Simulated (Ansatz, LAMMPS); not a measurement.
# Structural relaxation of amorphous TiO2 at 3.19 g/cm^3 (84 atoms), part 2 of 2

Wanted: the relaxed structure of amorphous TiO2 at 3.19 g/cm^3 (84 atoms) and its electronic structure.

Ansatz 0.2.0; Kohn-Sham DFT, PBE, PAW (set soft_2), plane waves.

The cell: 28 Ti and 56 O. The quench rate of 50 K/ps is many orders above laboratory rates. The starting topology of bonds comes from the classical model. Only the Γ point is sampled in the main run, in a cell whose shortest periodic width is 11 Å.

So far. Step 4 (Relaxation): The relaxation changed the energy by -43.2 meV/atom, and atoms moved by 0.20 Å r.m.s., 0.55 Å at most. Step 7 (K-mesh 2×2×2): Forces differ from those of the single point at the relaxed geometry by 9.0 meV/Å r.m.s.; the energy by -0.31 meV/atom and the gap by -0.10 eV. It took 4.2 min and 12 cycles; the reference's time can't be set against it, since the two runs asked for unlike analyses.

### 8. Functional HSE06

HSE06 mixes in a quarter of exact exchange at short range, which counters self-interaction, at a higher cost.

This step: Kohn-Sham DFT, HSE06, PAW (set soft_2), plane waves (Ansatz 0.2.0).

input.yaml

```yaml
crystal:
  lattice:
    - [10.5139, 0.0, 0.0]
    - [0.0, 10.5139, 0.0]
    - [0.0, 0.0, 10.5139]
  atoms:
    [... the 84 atom lines of step 6 ...]
kpoints:
  mp_grid: { grid: [1, 1, 1] }
hamiltonian:
  xc: hse06
scf:
  occupations: { method: fermi_dirac, width: 0.025 }
output:
  forces: true
  stress: true
  populations: true
  dos:
    method: { smearing: { sigma: 0.08 } }
    de: 0.05
    projected: { site_lists: { O: [O], Ti: [Ti] } }
  eigenvalues: true
```

Run with:

```sh
$ ansatz run input.yaml --threads 4 --pin off --max-ram 8192MiB --backend cpu --events-out ev --progress --plain --runs-dir out
```

It took 8.8 min on 4 threads of Arm Neoverse V1, shared host; peak memory 4.2 GiB.

The program notes that the exchange threshold is loose for the stress and the SCF threshold is loose for the stress.

Geometry and reference: those of the single point at the relaxed geometry.

Forces differ from those of the single point at the relaxed geometry by 184 meV/Å r.m.s.; the pressure by -5.5 GPa and the gap by +1.6 eV. It took 8.8 min and 29 cycles; the reference's time can't be set against it, since the two runs asked for unlike analyses.

The run gave:

```
free energy                                      : -101852.9778 eV
free energy per atom                             : -1212.5355 eV/atom
SCF cycles                                       : 29
pressure                                         : -3.994 GPa
r.m.s. force component                           : 0.1836 eV/Å
longest force                                    : 0.6435 eV/Å
Fermi energy                                     : 6.04 eV
gap (highest filled to lowest empty level) : 4.35 eV
spilling of the projection                       : 0.004059
```

Length of the force by element and coordination:

```csv
element,coordination,atoms,mean length of the force (eV/Å),spread,least,most
O,all,56,0.300,0.132,0.0564,0.643
O,2,40,0.331,0.129,0.0922,0.643
O,3,15,0.228,0.103,0.0564,0.421
O,4,1,0.0986,0,0.0986,0.0986
Ti,all,28,0.278,0.107,0.0827,0.523
Ti,4,14,0.278,0.136,0.0827,0.523
Ti,5,11,0.278,0.0688,0.135,0.392
Ti,6,3,0.283,0.0555,0.215,0.351
```

Löwdin charges by element and coordination (they lack the spilled electrons, 0.032 e an atom on average):

```
element  coordination  atoms  mean charge (e)  spread   least    most
      O           all     56           -0.707  0.0427  -0.811  -0.647
      O             2     40           -0.685  0.0242  -0.757  -0.647
      O             3     15           -0.758  0.0257  -0.799  -0.714
      O             4      1           -0.811       0  -0.811  -0.811
     Ti           all     28             1.51  0.0138    1.48    1.54
     Ti             4     14             1.51  0.0124    1.48    1.53
     Ti             5     11             1.51  0.0157    1.49    1.54
     Ti             6      3             1.51  0.0094    1.51    1.53
```

States in the cell by windows of 1 eV, zero at the Fermi level; the larger projections on atomic orbitals stand beside the total:

| from (eV) | to (eV) | total | O p | Ti d |
| --- | --- | --- | --- | --- |
| -14 | -8 | 0.0 | 0.0 | 0.0 |
| -8 | -7 | 2.6 | 1.9 | 0.5 |
| -7 | -6 | 53.6 | 37.9 | 13.0 |
| -6 | -5 | 100.1 | 74.2 | 21.8 |
| -5 | -4 | 61.3 | 50.3 | 9.1 |
| -4 | -3 | 78.3 | 69.7 | 6.7 |
| -3 | -2 | 40.2 | 37.5 | 1.9 |
| -2 | 2 | 0.0 | 0.0 | 0.0 |
| 2 | 3 | 49.2 | 3.1 | 44.1 |
| 3 | 4 | 68.1 | 8.4 | 55.2 |

Between -26 and -14 eV lie 112 more states.

The stored curve holds about 448 of the 672 electrons; the rest, give or take the few that broadening carries across the Fermi level, lie in deeper levels below its range.

The levels nearest the highest filled one (over half full), pooled over k-points and spins:

| level less the highest filled one (eV) | occupation |
| --- | --- |
| -0.298 | 2 |
| -0.243 | 2 |
| -0.173 | 2 |
| -0.0982 | 2 |
| -0.0107 | 2 |
| 0 | 2 |
| 4.35 | 0 |
| 4.46 | 0 |
| 4.49 | 0 |
| 4.54 | 0 |
| 4.58 | 0 |
| 4.62 | 0 |

### 9. Functional r2SCAN (500 eV)

The meta-GGA r2SCAN uses the kinetic energy density as well as the density and its gradient. Besides, the cutoff goes from 420 to 500 eV.

This step: Kohn-Sham DFT, r2SCAN, PAW (set soft_2), plane waves (Ansatz 0.2.0).

input.yaml: that of step 8 with these lines changed.

```diff
@@ -10,3 +10,3 @@
 hamiltonian:
-  xc: hse06
+  xc: r2scan
 scf:
```

It took 58 s on 4 threads; peak memory 3.3 GiB.

Geometry and reference: those of the single point at the relaxed geometry.

Forces differ from those of the single point at the relaxed geometry by 60 meV/Å r.m.s.; the pressure by -3.6 GPa and the gap by +0.37 eV. It took 58 s and 12 cycles; the reference's time can't be set against it, since the two runs asked for unlike analyses.

### 10. Functional PBEsol

PBEsol restores the gradient expansion of exchange for slowly varying densities and usually gives shorter bonds in solids than PBE.

This step: Kohn-Sham DFT, PBEsol, PAW (set soft_2), plane waves (Ansatz 0.2.0).

input.yaml: that of step 9 with these lines changed.

```diff
@@ -10,3 +10,3 @@
 hamiltonian:
-  xc: r2scan
+  xc: pbesol
 scf:
```

It took 26 s on 4 threads; peak memory 1.6 GiB.

Geometry and reference: those of the single point at the relaxed geometry.

Forces differ from those of the single point at the relaxed geometry by 72 meV/Å r.m.s.; the pressure by -4.4 GPa and the gap by -0.025 eV.

### 11. The ladder side by side

Each row is set against the single point at the relaxed geometry (Kohn-Sham DFT, PBE, PAW (set soft_2), plane waves; r.m.s. force component 0.00953 eV/Å). Energies are set beside the reference only for runs with its functional, potentials and electron count. Times are for 4 threads of Arm Neoverse V1, shared host. The reference's time includes grids, which some other runs skip.

```csv
run,"Δ force, r.m.s. (meV/Å)",Δ energy (meV/atom),Δ pressure (GPa),Δ gap (eV),cycles,time,host memory (GiB)
reference,-,-,-,-,12,27 s,1.6
k-mesh 2×2×2,8.98,-0.310,-0.0133,-0.101,12,4.2 min,6.1
functional HSE06,184,-,-5.48,1.56,29,8.8 min,4.2
functional r2SCAN (500 eV),60.5,-,-3.65,0.368,12,58 s,3.3
functional PBEsol,72.5,-,-4.44,-0.0251,13,26 s,1.6
```

### 12. Summary of results

```yaml
energy_change_in_the_relaxation: -43.23 meV/atom
r_m_s_displacement: 0.195 Å
largest_displacement: 0.553 Å
free_energy_per_atom: -1212.8217 eV/atom
pressure: 1.486 GPa
r_m_s_force_component: 0.00953 eV/Å
spacing_of_highest_filled_and_lowest_empty_level: 2.792 eV
wall_time_of_the_7_dft_runs: 18 min
```

In words: Relaxation lowers the energy by 43.2 meV/atom and moves atoms by 0.20 Å r.m.s.; the r.m.s. force component goes from 0.58 to 0.0095 eV/Å. By the final cutoffs 0 of 125 bonded pairs parted and 4 joined. From the first step to the last the energy fell by 3.631 eV, and the largest move was 0.55 Å (O36). The O-Ti bonds go from 1.859 Å (spread 0.163) to 1.891 Å (spread 0.122), and their number from 125 to 129. With the cutoffs above, 71 % of O atoms have 2 and 50 % of Ti atoms have 4 bonded neighbours. Filled and empty levels are parted by 2.79 eV (at Γ alone); a semilocal functional tends to put such gaps too low. In a disordered cell it changes from sample to sample, and tail or defect levels can set it.

Among the changes of functional, dispersion, potentials or spin set against this reference, functional HSE06 moves the forces most, by 184 meV/Å r.m.s. The gap changes by +1.56 eV with HSE06.

**Limits.** The starting topology of bonds comes from the classical model; in DFT 0 of its 125 bonded pairs passed out of the cutoffs and 4 came within them.

[Logs are printed without paths, hosts, clocks, repeated set-up lines and the standing remarks that a program may print on its own settings, such as how far it seeks lower states.]

[Hosts, paths, dates, database ids (printed as entryN), source tags and the programs' standing remarks are cut or masked in the printed files.]
